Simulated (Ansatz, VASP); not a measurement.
# Cross-check of TiC (TiC strained to the junction's net) between VASP and Ansatz

Aim: how closely do two programs agree when they are given the same cell, functional and k mesh? The cell is generated by rule, not measured, and may not be a known phase. The structure shown is the end of the Ansatz relaxation below.

Calculated with Ansatz 0.2.0; plane waves, with VASP 6.6.1 beside it; single point at PBE.

### Step 1. Starting point

It takes space group I4/mmm (No. 139, tetragonal). Conventional cell: a = 2.980 Å, b = 2.980 Å, c = 4.392 Å, α = 90.00°, β = 90.00°, γ = 90.00°. Nearest to C lie 6 Ti at 2.11 to 2.20 Å. Ti has 6 C at 2.11 to 2.20 Å nearest. Farther neighbours are not listed.

As a file:

```cif
data_structure
_symmetry_space_group_name_H-M 'P 1'
_symmetry_Int_Tables_number 1
_cell_length_a 2.9800
_cell_length_b 2.9800
_cell_length_c 4.3920
_cell_angle_alpha 90.000
_cell_angle_beta 90.000
_cell_angle_gamma 90.000
_cell_volume 39.00
loop_
_atom_site_label
_atom_site_type_symbol
_atom_site_fract_x
_atom_site_fract_y
_atom_site_fract_z
_atom_site_occupancy
C1 C 0.00000 0.00000 0.00000 1
C2 C 0.50000 0.50000 0.50000 1
Ti3 Ti 0.50000 0.50000 0.00000 1
Ti4 Ti 0.00000 0.00000 0.50000 1
```

### Step 2. Ansatz: relaxation, PBE

Ansatz runs on its default PAW (the set named soft_2) files.

This run makes the geometry at which the two programs are then compared.

Contents of input.yaml:

```yaml
crystal:
  lattice:
    - [2.98, 0.0, 0.0]
    - [0.0, 2.98, 0.0]
    - [0.0, 0.0, 4.4109505089]
  atoms:
    - { symbol: C, position: [0.0, 0.0, 0.0] }
    - { symbol: Ti, position: [0.5, 0.5, 0.0] }
    - { symbol: C, position: [0.5, 0.5, 0.5] }
    - { symbol: Ti, position: [0.0, 0.0, 0.5] }
kpoints:
  mp_grid: { grid: [12, 12, 7] }
scf:
  occupations: { method: fermi_dirac, width: 0.1 }
  max_iter: 150
hamiltonian:
  xc: pbe
relax:
  f_tol: 0.01
  max_steps: 40
  cell: { fix: [a, b, angles] }
```

Launch:

```bash
ansatz run input.yaml --threads 4 --pin off --max-ram 10240MiB --backend cpu --events-out ev --progress --plain --runs-dir out
```

Numbers of over 12 decimals in the logs are rounded to 6 here.

Output:

```text
Engine: ansatz 0.2.0, aarch64-unknown-linux-gnu
Pseudopotentials: kind: paw
Pseudopotential: C, paw, valence charge 4, recommended cutoff 420 eV (normal), C.paw.azcp
Pseudopotential: Ti, paw, valence charge 12, recommended cutoff 420 eV (normal), Ti.paw.azcp
Functional definition: PBE
  parameter kappa = 0.804
  parameter beta = 0.066725
  exchange = pbe_x(kappa = kappa, mu = beta*pi^2/3)
  correlation = pbe_c(beta = beta)
Crystal: 4 atoms, lattice volume = 39.171 Å³
Basis set: ecut = 420 eV, 755 PW (Γ), exchange–correlation on 40×40×60 points (8 copies of the dense FFT grid, shifted against one another)
Bands: 20, of which v1, the nominal top of the filled ones, is band 16 counted from 1 (15 counted from 0)
Symmetry: 32 space group operations
Space group: I4/mmm (ITA 139), of the structure as read, at distance tolerance 3.4e-5 Å
k-points: 112 of 1008
Non-local potential: C, projectors of the file, l = 0: 2, l = 1: 2, l = 2: 1
Non-local potential: Ti, projectors of the file, l = 0: 3, l = 1: 2, l = 2: 3, l = 3: 1
PAW form: soft (Blöchl's): semilocal exchange-correlation on the pseudo side does not see the compensation charge
PAW one-centre angular grid: C, 110 points (default); XC on 64 Gauss nodes
PAW one-centre angular grid: Ti, 590 points (default); XC on 64 Gauss nodes
Initial density: superposition of atomic densities (neutral atoms: chi_scale 0, normalization atom), corrected by the library's trained network
Initial wavefunctions: pseudopotential atomic-orbital guess
Functional: x = pbe(κ = 0.804, μ = 0.219515), c = pbe(β = 0.066725)
SCF iter   1: F=—  HF=-5504.434273 eV  |F-HF|=—  |Δ(HF+E_count)|=         —  Δρ=3.96e-3  dr2=4.81e-3  ethr=1.77e-3  ⟨swp⟩=4.6  Hψ=8546  notcnv=0
preconditioner: auto → Kerker (q_TF=auto, 2.638 Å⁻¹)  [metal: Δε(μ)=0.035 eV  Ē_g=6.942 eV  σ=0.100 eV  W_gap=0.09  n_scr=14 (ndim 8)  ℏωp=23.7 eV  f_vac=0.000  D(μ)=0.52/eV (n_scr^D=2)]
SCF iter   2: F=—  HF=-5504.433361 eV  |F-HF|=—  |Δ(HF+E_count)|=   9.12e-4  Δρ=1.84e-3  dr2=7.48e-4  ethr=1.50e-5  ⟨swp⟩=1.4  Hψ=3253  notcnv=0
SCF iter   3: F=—  HF=-5504.433357 eV  |F-HF|=—  |Δ(HF+E_count)|=   3.92e-6  Δρ=5.74e-4  dr2=8.19e-5  ethr=2.34e-6  ⟨swp⟩=2.0  Hψ=2577  notcnv=0
SCF iter   4: F=—  HF=-5504.433524 eV  |F-HF|=—  |Δ(HF+E_count)|=   1.67e-4  Δρ=9.35e-5  dr2=2.16e-6  ethr=2.56e-7  ⟨swp⟩=2.6  Hψ=3115  notcnv=0
iter 5 did not close the SCF: its close was put off for the readings that it lacked (scf_convergence_deferred on its scf_iter line)
SCF iter   5: F=-5504.433524 eV  HF=-5504.433524 eV  |F-HF|=2.40e-8  |Δ(HF+E_count)|=   5.69e-7  Δρ=1.61e-5  dr2=5.23e-8  ethr=6.75e-9  ⟨swp⟩=2.3  Hψ=2924  notcnv=0
SCF iter   6: F=-5504.433524 eV  HF=-5504.433524 eV  |F-HF|=8.34e-10  |Δ(HF+E_count)|=   3.11e-8  Δρ=2.20e-6  dr2=6.67e-10  ethr=1.63e-10  ⟨swp⟩=2.0  Hψ=7012  notcnv=0
SCF 1 converged in 6 iterations: F = -5504.433524 eV  dr2 = 6.67e-10
  greatest PAW one-centre occupation: 0.999 electrons in one spin orbital (limit 2), on the Ti atom at site 3 (counted from 0), in its partial waves of l = 0
relax step   1: F+E_penalty+E_count = -5504.43352417 eV  Δ(F+E_penalty+E_count) = +0.000e0 eV  max|allowed force component| = 1.735e-29 eV/Å  Δτ_max = 0.0000 Å  P = +11.245 GPa  Ω = 39.171 Å³  fix = [a, b, alpha, beta, gamma]  reactions: a +17.875, b +17.875 GPa  (6 SCF iters, dr2 threshold 1.00e-7 eV, accepted)
[...]
relax step   2: F+E_penalty+E_count = -5504.43461129 eV  Δ(F+E_penalty+E_count) = -1.087e-3 eV  max|allowed force component| = 1.026e-29 eV/Å  Δτ_max = 0.0000 Å  P = +11.912 GPa  Ω = 39.067 Å³  energy of the carried Pulay correction = +1.810e-4 eV  fix = [a, b, alpha, beta, gamma]  reactions: a +18.251, b +18.251 GPa  (6 SCF iters, dr2 threshold 4.00e-7 eV, accepted)
[...]
relax step   3: F+E_penalty+E_count = -5504.43487129 eV  Δ(F+E_penalty+E_count) = -2.600e-4 eV  max|allowed force component| = 2.224e-29 eV/Å  Δτ_max = 0.0000 Å  P = +12.328 GPa  Ω = 39.003 Å³  energy of the carried Pulay correction = +2.920e-4 eV  fix = [a, b, alpha, beta, gamma]  reactions: a +18.483, b +18.483 GPa  (6 SCF iters, dr2 threshold 4.00e-7 eV, accepted)
[...]
relax step   4: F+E_penalty+E_count = -5504.43458767 eV  Δ(F+E_penalty+E_count) = +2.836e-4 eV  max|allowed force component| = 2.189e-29 eV/Å  Δτ_max = 0.0000 Å  P = +12.319 GPa  Ω = 39.003 Å³  fix = [a, b, alpha, beta, gamma]  reactions: a +18.478, b +18.478 GPa  stress off target by 3.08e-3 GPa on what of the cell is left free  SCF on the basis re-selected at this cell (its energy is not comparable with the rows above)  (8 SCF iters)
basis re-selected at this cell: Δ(F+E_penalty+E_count) = +2.836e-4 eV, ΔP = -0.009 GPa vs the last step (what re-selecting the basis moved, of the pressure what is left beyond the Pulay correction that the steps carried, after the strain that the cell walked since its last selection, with what the two solves' SCF thresholds leave and, on support functions, any second-order correction that the steps lacked; it is no m [...]
SCF converged after 8 iterations
Free energy (F): -5504.434588 eV
Harris-Foulkes:  -5504.434588 eV  (|F-HF|=0.00e0)
Internal energy: -5504.416792 eV  (E = F + TS)
E sigma→0 (E₀):  -5504.425690 eV
Entropy (-TS):   -0.017796 eV (-4.449 meV/atom)
Fermi energy:    15.426985 eV
--- Per-component energies (eV) ---
  E_band       = -198.529754
  E_kinetic    = 730.221464
  E_local      = -1504.174717  (includes V_loc(G=0)·N_el)
  E_nonlocal   = 64.437015
  E_hartree    = 616.373988
  E_xc         = -296.416576
  E_vxc        = -370.320162  (∫ρ·V_xc dr)
  E_paw        = -2291.167648  (= ΣΔE_a)
  E_vpaw       = -351.441591  (= ΣTr[D̂ρ^β])
  E_aug_tail   = 0.000262  (compensation charges beyond the density's cutoff)
  E_ewald      = -2823.690579
  E_smearing   = -0.017796  (= −TS)
  E_closure    = 0.000000  (closes the sum)
  Σ components = -5504.434588   (vs F -5504.434588, Δ=0.00e0)
--- Forces (eV/Å), atoms counted from 1 ---
  atom   1  C      0.00000000    -0.00000000    -0.00000000
  atom   2  Ti    -0.00000000    -0.00000000    -0.00000000
  atom   3  C      0.00000000    -0.00000000    -0.00000000
  atom   4  Ti    -0.00000000    -0.00000000    -0.00000000
  max |Σ_I F_I| component: 6.39e-29 eV/Å
--- Stress (GPa, compression-positive) ---
       18.477504      -0.000000      -0.000000
       -0.000000      18.477504      -0.000000
       -0.000000      -0.000000       0.003079
  P = ⅓ Tr σ = 12.3194 GPa (123.194 kbar)
--- Relaxed structure (3 steps of the walk, 3 accepted, 1 SCFs on fresh bases) ---
  F+E_penalty+E_count = -5504.43458767 eV   max|allowed force component| = 2.189e-29 eV/Å   (the final SCF, on the basis selected at the relaxed cell)
  cell:  # Å, volume = 39.0031 Å³
    - [2.98, 0, 0.0]
    - [0, 2.98, 0.0]
    - [0.0, 0.0, 4.392046]
  atoms:
    - { symbol: C, position: [0, 0, 0] }
    - { symbol: Ti, position: [0.500000, 0.500000, 0] }
    - { symbol: C, position: [0.500000, 0.500000, 0.5] }
    - { symbol: Ti, position: [0, 0, 0.5] }
```

### Step 3. VASP: single point, PBE

The same cell, functional, mesh and smearing now go to VASP, with its own data sets.

Lines of VASP's logs that name or quote its potential files are left out, and so is its time.

Contents of INCAR:

```
SYSTEM = TiC
PREC = Accurate
ENCUT = 600
EDIFF = 1E-06
NELM = 120
ISMEAR = -1
SIGMA = 0.1
LREAL = .FALSE.
ALGO = Normal
GGA = PE
NBANDS = 22
LASPH = .TRUE.
LORBIT = 11
LWAVE = .FALSE.
LCHARG = .FALSE.
ISIF = 2
GGA_COMPAT = .FALSE.
```

Contents of POSCAR:

```
TiC
1.0
    2.9800000000      0.0000000000      0.0000000000
    0.0000000000      2.9800000000      0.0000000000
    0.0000000000      0.0000000000      4.3920463582
C Ti
2 2
Direct
    0.0000000000      0.0000000000      0.0000000000
    0.5000000000      0.5000000000      0.5000000000
    0.5000000000      0.5000000000      0.0000000000
    0.0000000000      0.0000000000      0.5000000000
```

Contents of KPOINTS:

```
Automatic mesh
0
Gamma
12 12 7
0 0 0
```

The projector-augmented-wave data sets are C and Ti_sv (PBE family, release 64).

Launch:

```bash
mpirun -np 1 vasp_std
```

Output:

```text
[banner, memory and clock lines left out]
running    1 mpi-ranks, on    1 nodes
 distrk:  each k-point on    1 cores,    1 groups
 distr:  one band on    1 cores,    1 groups

 POSCAR found type information on POSCAR C Ti
 POSCAR found :  2 types and       4 ions
 LDA part: xc-table for (Slater+PW92), standard interpolation
 POSCAR, INCAR and KPOINTS ok, starting setup
 FFT: planning ... GRIDC
 FFT: planning ... GRID_SOFT
 FFT: planning ... GRID
 WAVECAR not read
 entering main loop
       N       E                     dE             d eps       ncg     rms          rms(c)
DAV:   1     0.371950613576E+03    0.37195E+03   -0.17930E+04  4928   0.200E+03
DAV:   2     0.343359694223E+01   -0.36852E+03   -0.35340E+03  5030   0.532E+02
DAV:   3    -0.456439132989E+02   -0.49078E+02   -0.47471E+02  8826   0.158E+02
DAV:   4    -0.481578782155E+02   -0.25140E+01   -0.25097E+01  6262   0.367E+01
DAV:   5    -0.482886327800E+02   -0.13075E+00   -0.13074E+00  7360   0.687E+00    0.272E+01
DAV:   6    -0.381483341271E+02    0.10140E+02   -0.77778E+01  6178   0.774E+01    0.900E+00
DAV:   7    -0.373094069663E+02    0.83893E+00   -0.11855E+01  6316   0.291E+01    0.702E+00
DAV:   8    -0.372894139258E+02    0.19993E-01   -0.76728E-01  6218   0.798E+00    0.188E+00
DAV:   9    -0.373071836948E+02   -0.17770E-01   -0.10092E-01  6744   0.206E+00    0.799E-01
DAV:  10    -0.373106015708E+02   -0.34179E-02   -0.75868E-02  6256   0.299E+00    0.483E-01
DAV:  11    -0.373070900207E+02    0.35116E-02   -0.22808E-02  6470   0.146E+00    0.662E-02
DAV:  12    -0.373071092914E+02   -0.19271E-04   -0.53203E-04  6600   0.195E-01    0.339E-02
DAV:  13    -0.373071002164E+02    0.90750E-05   -0.13030E-04  6710   0.772E-02    0.125E-02
DAV:  14    -0.373070913251E+02    0.88913E-05   -0.39326E-05  6442   0.700E-02    0.626E-03
DAV:  15    -0.373070912840E+02    0.41061E-07   -0.37965E-06  5432   0.176E-02
   1 F= -.37307091E+02 E0= -.37298162E+02  d E =-.178581E-01
```

From OUTCAR (step 3):

```text
ion  position               nearest neighbor table
   1  0.000  0.000  0.000-   3 2.11   3 2.11   3 2.11   3 2.11   4 2.20   4 2.20
   2  0.500  0.500  0.500-   4 2.11   4 2.11   4 2.11   4 2.11   3 2.20   3 2.20
   3  0.500  0.500  0.000-   1 2.11   1 2.11   1 2.11   1 2.11   2 2.20   2 2.20
   4  0.000  0.000  0.500-   2 2.11   2 2.11   2 2.11   2 2.11   1 2.20   1 2.20

  LATTYP: Found a simple tetragonal cell.
 ALAT       =     2.9800000000
 C/A-ratio  =     1.4738410598

 Subroutine GETGRP returns: Found 16 space group operations
 (whereof 16 operations were pure point group operations)

The static configuration has the point symmetry D_4h.

 Found    112 irreducible k-points:

   k-points           NKPTS =    112   k-points in BZ     NKDIM =    112   number of bands    NBANDS=     22

   dimension x,y,z NGX =    24 NGY =   24 NGZ =   36
   dimension x,y,z NGXF=    48 NGYF=   48 NGZF=   72

   ENCUT  =  600.0 eV  44.10 Ry    6.64 a.u.   5.95  5.95  8.77*2*pi/ulx,y,z

   NELECT =      32.0000    total number of electrons

 k-points in reciprocal lattice and weights: Automatic mesh
   0.00000000  0.00000000  0.00000000       0.001
   0.08333333  0.00000000  0.00000000       0.004
   0.16666667  0.00000000  0.00000000       0.004
   0.25000000  0.00000000  0.00000000       0.004
   0.33333333  0.00000000  0.00000000       0.004
   0.41666667  0.00000000  0.00000000       0.004
   0.50000000  0.00000000  0.00000000       0.002
   0.08333333  0.08333333  0.00000000       0.004
   0.16666667  0.08333333  0.00000000       0.008
[...]
0.50000000  0.41666667  0.42857143       0.008
   0.50000000  0.50000000  0.42857143       0.002

 average (electrostatic) potential at core
       1 -43.9017       2 -43.9017       3 -70.5246       4 -70.5246

 E-fermi :   9.9200

 k-point     1 :       0.0000    0.0000    0.0000
  band No.  band energies     occupation
    ...
      8     -22.5451      2.00000
      9      -2.6880      2.00000
     10      -0.4392      2.00000
     11       6.1465      2.00000
     12       8.2065      2.00000
     13      10.1133      0.25288
     14      10.1133      0.25288
     15      10.3968      0.01686
     16      10.7260      0.00063
     17      10.7260      0.00063
    ...

 k-point     2 :       0.0833    0.0000    0.0000
  band No.  band energies     occupation
    ...
     10      -0.3550      2.00000
     11       6.1484      2.00000
     12       7.9170      2.00000
     13       9.6681      1.85090
     14      10.0233      0.52503
     15      10.2194      0.09539
     16      10.3195      0.03615
     17      10.4792      0.00743
     18      10.7783      0.00037
     19      11.1826      0.00001
    ...

 k-point     3 :       0.1667    0.0000    0.0000
  band No.  band energies     occupation
    ...
     12       7.2125      2.00000
     13       8.8699      1.99995
     14       9.0536      1.99965
     15       9.3604      1.99260
     16       9.4341      1.98460
     17      10.8449      0.00019
     18      10.9316      0.00008
     19      11.3868      0.00000
     20      12.5747      0.00000
     21      13.0155      0.00000
    ...

  Total        4.5292032      4.5292032      0.0035315      0.0000000      0.0000000     -0.0000000
  in kB      186.0513995    186.0513995      0.1450675      0.0000000      0.0000000     -0.0000000
  external PRESSURE =     124.0826222 kB  Pullay stress =       0.0000000 kB

  energy-cutoff  :      600.00
  volume of cell :       39.00
      direct lattice vectors                 reciprocal lattice vectors
     2.980000000  0.000000000  0.000000000     0.335570470  0.000000000  0.000000000
     0.000000000  2.980000000  0.000000000     0.000000000  0.335570470  0.000000000
     0.000000000  0.000000000  4.392046358     0.000000000  0.000000000  0.227684300

 POSITION                                       TOTAL-FORCE (eV/Angst)
 -----------------------------------------------------------------------------------
      0.00000      0.00000      0.00000         0.000000      0.000000     -0.000000
      1.49000      1.49000      2.19602         0.000000      0.000000     -0.000000
      1.49000      1.49000      0.00000        -0.000000     -0.000000      0.000000
      0.00000      0.00000      2.19602         0.000000      0.000000     -0.000000
 -----------------------------------------------------------------------------------
    total drift:                                0.000000     -0.000000     -0.000000

  FREE ENERGIE OF THE ION-ELECTRON SYSTEM (eV)
  ---------------------------------------------------
  free  energy   TOTEN  =       -37.3070912840 eV

  energy  without entropy=      -37.2892332301  energy(sigma->0) =      -37.29816226

 total charge
# of ion       s       p       d       tot
------------------------------------------
    1        0.901   1.530   0.000   2.431
    2        0.901   1.530   0.000   2.431
    3        2.209   6.270   2.007  10.486
    4        2.209   6.270   2.007  10.486
--------------------------------------------------
tot          6.220  15.601   4.013  25.834

[... 3 further parts left out ...]
```

The run ends at a pressure of 12.41 GPa.

### Step 4. Side by side

Known differences besides the potentials themselves: the cutoff is 420 eV in Ansatz and 600 eV in VASP; Ansatz's pressure holds a Pulay correction, VASP's none. Total energies have different zeros and are not compared.

Both answers:

| quantity | Ansatz | VASP | difference |
| --- | --- | --- | --- |
| pressure (GPa) | 12.32 | 12.41 | -0.09 |

### Step 5. Summary of results

```json
{
  "difference in pressure (single point, PBE)": "-0.089 GPa"
}
```

In words: The difference in pressure is -0.089 GPa (single point, PBE), within the 1 GPa picked in this series as the mark of a large difference. Such differences can come from data sets, numerical settings and the points named under the comparisons, not from the functional's error against experiment.

[Lines on the potential files, build, host, timing and source positions are cut from VASP's logs without a mark.]

[Logs are printed without paths, hosts, clocks, repeated set-up lines and the standing remarks that a program may print on its own settings, such as how far it seeks lower states.]

[Hosts, paths, dates, database ids (printed as entryN), source tags and the programs' standing remarks are cut or masked in the printed files.]
